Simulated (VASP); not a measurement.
# SnS2 (P-3m1) in VASP: notebook, part 2 of 2

VASP 6.6.1.

**4. Relaxation of the atoms, optB88-vdW**

The input, INCAR:

```
SYSTEM = SnS2
PREC     = Accurate       ! precision mode
ENCUT    = 520            ! plane-wave cutoff, eV
EDIFF    = 1E-6           ! SCF threshold, eV
ISMEAR   = 0              ! smearing method
SIGMA    = 0.05           ! smearing width, eV
LREAL    = .False.        ! projectors in reciprocal space
LASPH    = .True.         ! aspherical terms in the spheres
NELM     = 100            ! most SCF steps
ALGO     = Fast           ! electronic algorithm
ISIF     = 2              ! what is computed and relaxed
LWAVE    = .False.        ! write WAVECAR
LCHARG   = .False.        ! write CHGCAR
GGA      = BO             ! functional
LUSE_VDW = .True.       
AGGAC    = 0.0          
PARAM1   = 0.1833333333 
PARAM2   = 0.22         
IBRION   = 2              ! ionic algorithm
NSW      = 40             ! ionic steps
EDIFFG   = -0.02          ! ionic threshold
KPAR     = 2
```

The input, KPOINTS:

```
Automatic mesh
0
Gamma
  10 10 6
  0 0 0
```

The input, POSCAR:

```
SnS2
1.0
    3.6390000000      0.0000000000      0.0000000000
   -1.8195000000      3.1514664400      0.0000000000
    0.0000000000      0.0000000000      5.8680000000
Sn S
1 2
Direct
    0.0000000000      0.0000000000      0.0000000000
    0.3333333300      0.6666666700      0.2500000000
    0.6666666700      0.3333333300      0.7500000000
```

Potentials or basis: VASP PAW PBE potentials, release 64 (Sn_d, S).

The run is started by

```bash
$ cat potpaw_PBE.64/Sn_d/POTCAR potpaw_PBE.64/S/POTCAR > POTCAR
$ mpirun -np 2 vasp_std > vasp.out
```

OUTCAR:

```text
SYSTEM = SnS2
   PREC = Accurate
   ENCUT = 520
   EDIFF = 1E-6
   ISMEAR = 0
   LREAL = .False.
   LASPH = .True.
   NELM = 100
   ISIF = 2
   GGA = BO
   IBRION = 2
   NSW = 40
   EDIFFG = -0.02

 ion  position               nearest neighbor table
   1  0.000  0.000  0.000-   2 2.56   3 2.56   2 2.56   3 2.56   3 2.56   2 2.56
   2  0.333  0.667  0.250-   1 2.56   1 2.56   1 2.56
   3  0.667  0.333  0.750-   1 2.56   1 2.56   1 2.56

  LATTYP: Found a hexagonal cell.
 ALAT       =     3.6390000000
 C/A-ratio  =     1.6125309151

  Lattice vectors:

 A1 = (   3.6390000000,   0.0000000000,   0.0000000000)
 A2 = (  -1.8195000000,   3.1514664400,   0.0000000000)
 A3 = (   0.0000000000,   0.0000000000,   5.8680000000)

Analysis of symmetry for initial positions (statically):
[... 259 lines left out ...]
 number of electron      26.0000005 magnetization

 Free energy of the ion-electron system (eV)
  ---------------------------------------------------
  ext. energy  EPLUGINS =         0.00000000
  ---------------------------------------------------
  free energy    TOTEN  =        -6.87776590 eV

  energy without entropy =       -6.87776590  energy(sigma->0) =       -6.87776590

 E-fermi :   4.9603     XC(G=0):  -9.7792

 val. band max:        4.6948325831   @ k =   0.1000   0.1000   0.0000
 cond. band min:       5.9672464892   @ k =   0.5000  -0.0000   0.3333
 fundamental gap:      1.2724139061
 Fermi energy:         4.9602548821

 k-point     1 :       0.0000    0.0000    0.0000
  band No.  band energies     occupation
      1     -16.3174      2.00000
      2     -16.3174      2.00000
      3     -16.2635      2.00000
      4     -16.2417      2.00000
      5     -16.2417      2.00000
      6      -9.0538      2.00000
[... 457 lines left out ...]
      4     -16.2137      2.00000
      5     -16.2076      2.00000
      6      -7.1272      2.00000
[... 9 lines left out ...]
     16      10.8293      0.00000
     17      10.8356      0.00000

 [... further k-points ...]
[... 5 lines left out ...]
  --------------------------------------------------------------------------------------
  -------------------------------------------------------------------------------------
  Total        1.3718528      1.3718528      0.3393370      0.0000000      0.0000000      0.0000000
  in kB       32.6612841     32.6612840      8.0789868      0.0000000      0.0000000      0.0000000
  external PRESSURE =      24.4671850 kB  Pullay stress =       0.0000000 kB
[... 22 lines left out ...]
  energy  without entropy=       -6.8777659031  energy(sigma->0) =       -6.87776590

Total vdW correction in eV:      4.1100153

 reached required accuracy - stopping structural energy minimisation
```

OSZICAR:

```text
N       E                     dE             d eps       ncg     rms          rms(c)
DAV:   1     0.212344405334E+03    0.21234E+03   -0.12920E+04  2473   0.184E+03
DAV:   2     0.152588638457E+02   -0.19709E+03   -0.19329E+03  2685   0.417E+02
[... 30 lines left out ...]
RMM:   3    -0.687775621447E+01   -0.43825E-03   -0.45974E-03  2981   0.478E-01    0.722E-02
RMM:   4    -0.687777205563E+01   -0.15841E-04   -0.64250E-04  3096   0.194E-01    0.573E-02
RMM:   5    -0.687777892136E+01   -0.68657E-05   -0.21602E-04  2423   0.868E-02    0.392E-02
RMM:   6    -0.687776568325E+01    0.13238E-04   -0.44600E-05  2563   0.493E-02    0.339E-02
RMM:   7    -0.687776668244E+01   -0.99918E-06   -0.22074E-05  2345   0.253E-02    0.245E-02
RMM:   8    -0.687776590306E+01    0.77938E-06   -0.31393E-06  2170   0.134E-02
   3 F= -.68777659E+01 E0= -.68777659E+01  d E =-.160339E-01
```

Run time: 2.7 min. Hardware: 2 MPI ranks of Intel Xeon 6975P-C (Granite Rapids), shared host; peak memory 0.45 GiB.

Results:

| Item | Value |
| --- | --- |
| Free energy | -6.8778 eV |
| Energy gained by relaxing | 5.3 meV/atom |
| Ionic steps | 3 |
| Pressure after relaxing | 2.4 GPa |
| Largest force after relaxing | 0.010 eV/Å |
| Band gap on the k mesh | 1.27 eV, indirect (least direct gap 1.82 eV) |

Forces in eV/Å, atoms in the order of the input:
```
Sn   0.000  0.000  0.000
S    0.000  0.000  0.010
S    0.000  0.000 -0.010
```

The path:
```tsv
step	energy change (eV)	largest force (eV/Å)	pressure (GPa)
1	0.0000	0.4302	4.05
2	-0.0129	0.1895	3.13
3	-0.0160	0.0096	2.45
```

Final structure:
```xyz
3
Lattice="3.6390 0.0000 0.0000 -1.8195 3.1515 0.0000 0.0000 0.0000 5.8680" Properties=species:S:1:pos:R:3 pbc="T T T"
Sn    0.0000    0.0000    0.0000
S     0.0000    2.1010    1.5035
S     1.8195    1.0505    4.3645
```

Caveat: the PAW data sets were made with another functional, which shifts forces and pressure a little; spin-orbit coupling is left out, which moves the levels of the heavy elements.

**5. Relaxation of the atoms, PBE+D3(BJ)**

The input, INCAR:

```
ALGO = Normal ; EDIFF = 1E-7
EDIFFG = -0.01 ; ENCUT = 520
GGA = PE ; IBRION = 2
ISIF = 2 ; ISMEAR = 0
IVDW = 12 ; KPAR = 2
LASPH = True ; LCHARG = False
LREAL = False ; LWAVE = False
NELM = 60 ; NSW = 60
PREC = Accurate ; SIGMA = 0.05
```

The input, KPOINTS:

```
k-points
0
Gamma
  10 10 6
```

POSCAR is that of step 4.

Potentials or basis: VASP PAW PBE potentials, release 64 (Sn_d, S).

The run is started by

```bash
$ cat potpaw_PBE.64/Sn_d/POTCAR potpaw_PBE.64/S/POTCAR > POTCAR
$ mpirun -np 2 vasp_std > vasp.out
```

OUTCAR:

```text
EDIFF = 1E-7
   EDIFFG = -0.01
   ENCUT = 520
   GGA = PE
   IBRION = 2
   ISIF = 2
   ISMEAR = 0
   IVDW = 12
   LASPH = True
   LREAL = False
   NELM = 60
   NSW = 60
   PREC = Accurate
 IVDW          = 12

 ion  position               nearest neighbor table
   1  0.000  0.000  0.000-   2 2.56   3 2.56   2 2.56   3 2.56   3 2.56   2 2.56
   2  0.333  0.667  0.250-   1 2.56   1 2.56   1 2.56
   3  0.667  0.333  0.750-   1 2.56   1 2.56   1 2.56

  LATTYP: Found a hexagonal cell.
 ALAT       =     3.6390000000
 C/A-ratio  =     1.6125309151

  Lattice vectors:

 A1 = (   3.6390000000,   0.0000000000,   0.0000000000)
 A2 = (  -1.8195000000,   3.1514664400,   0.0000000000)
 A3 = (   0.0000000000,   0.0000000000,   5.8680000000)

Analysis of symmetry for initial positions (statically):
=====================================================================
 Subroutine PRICEL returns:
[... 257 lines left out ...]

 number of electron      26.0000005 magnetization

 Free energy of the ion-electron system (eV)
  ---------------------------------------------------
  ext. energy  EPLUGINS =         0.00000000
  ---------------------------------------------------
  free energy    TOTEN  =       -13.14420620 eV

  energy without entropy =      -13.14420620  energy(sigma->0) =      -13.14420620

 E-fermi :   5.0212     XC(G=0):  -9.6817

 val. band max:        4.8109815301   @ k =   0.1000   0.1000   0.0000
 cond. band min:       6.1938856406   @ k =   0.5000  -0.0000   0.3333
 fundamental gap:      1.3829041105
 Fermi energy:         5.0211797363

 k-point     1 :       0.0000    0.0000    0.0000
  band No.  band energies     occupation
      1     -16.1342      2.00000
      2     -16.1342      2.00000
      3     -16.0892      2.00000
      4     -16.0625      2.00000
      5     -16.0625      2.00000
      6      -8.9851      2.00000
[... 457 lines left out ...]
      4     -16.0308      2.00000
      5     -16.0294      2.00000
      6      -7.0428      2.00000
[... 9 lines left out ...]
     16      10.9215      0.00000
     17      11.0475      0.00000

 [... further k-points ...]

------------------------ aborting loop because EDIFF is reached ----------------------------------------

 Edisp (eV)   -0.99035

 E8    (eV) :    -0.4046
[... 26 lines left out ...]
  FREE ENERGIE OF THE ION-ELECTRON SYSTEM (eV)
  ---------------------------------------------------
  free  energy   TOTEN  =       -14.1345545645 eV

  energy  without entropy=      -14.1345545645  energy(sigma->0) =      -14.13455456

 reached required accuracy - stopping structural energy minimisation
```

CONTCAR:

```text
SnS2
   1.00000000000000
     3.6389999999999998    0.0000000000000000    0.0000000000000000
    -1.8194999999999999    3.1514664400000001    0.0000000000000000
     0.0000000000000000    0.0000000000000000    5.8680000000000003
  Sn              S
     1     2
Direct
     0.0000000000000000    0.0000000000000000    0.0000000000000000
     0.3333333300000021    0.6666666699999979    0.2537767578092562
     0.6666666699999979    0.3333333300000021    0.7462232421907439

  0.00000000E+00  0.00000000E+00  0.00000000E+00
  0.00000000E+00  0.00000000E+00  0.00000000E+00
  0.00000000E+00  0.00000000E+00  0.00000000E+00
```

It took 54 s on 2 MPI ranks of AMD EPYC 9R45 (Zen 5), shared host; peak memory 0.21 GiB.

Results:

- Free energy: -14.1346 eV
- Energy gained by relaxing: 1.8 meV/atom
- Ionic steps: 3
- Pressure after relaxing: 0.7 GPa
- Largest force after relaxing: 0.004 eV/Å
- Band gap on the k mesh: 1.38 eV, indirect (least direct gap 1.93 eV)
- Dispersion energy per atom: -0.330 eV

Forces in eV/Å, atoms in the order of the input:
```
Sn   0.000  0.000  0.000
S    0.000  0.000 -0.004
S    0.000  0.000  0.004
```

The path:
```tsv
step	energy change (eV)	largest force (eV/Å)	pressure (GPa)
1	0.0000	0.2535	1.68
2	-0.0044	0.1102	1.11
3	-0.0055	0.0043	0.66
```

Final structure:
```
Sn S
1.0
     3.63900    0.00000    0.00000
    -1.81950    3.15147    0.00000
     0.00000    0.00000    5.86800
Sn S
1 2
Direct
  0.00000 0.00000 0.00000
  0.33333 0.66667 0.25378
  0.66667 0.33333 0.74622
```

Levels at points of the mesh, in eV from the valence-band top:
```tsv
k point	band 11	band 12	band 13	band 14	band 15	band 16
(0.00, 0.00, 0.00)	-0.34	-0.34	-0.03	1.95	3.72	5.49
(0.50, 0.00, 0.00)	-2.49	-1.12	-0.28	1.74	4.46	5.87
(0.00, 0.00, 0.50)	-0.69	-0.18	-0.18	3.17	3.78	5.21
(0.50, 0.00, 0.50)	-1.84	-0.76	-0.66	1.45	4.65	5.47
```

Caveat: spin-orbit coupling is left out, which moves the levels of the heavy elements.

**6. The runs side by side**

```tsv
level	potentials or basis	gap on the mesh (eV)	pressure (GPa)
LDA	VASP PAW LDA potentials, release 64 (Sn_d, S)	1.27	-0.7
rev-vdW-DF2	VASP PAW PBE potentials, release 64 (Sn_d, S)	1.27	1.5
optB88-vdW	VASP PAW PBE potentials, release 64 (Sn_d, S)	1.27	2.4
PBE+D3(BJ)	VASP PAW PBE potentials, release 64 (Sn_d, S)	1.38	0.7
```

Alike in all rows: task relaxation of the atoms; no spin polarisation; cell atoms relaxed; k mesh 10 × 10 × 6; cutoff (eV) 520; smearing gaussian 0.05 eV.

Caveats: spin-orbit coupling is left out, which moves the levels of the heavy elements; the PAW data sets were made with another functional, which shifts forces and pressure a little (some runs); the relaxation stopped at its first step, so nothing moved (some runs).

Total energies depend on the potentials used, so only differences within one code and one set of settings carry meaning.
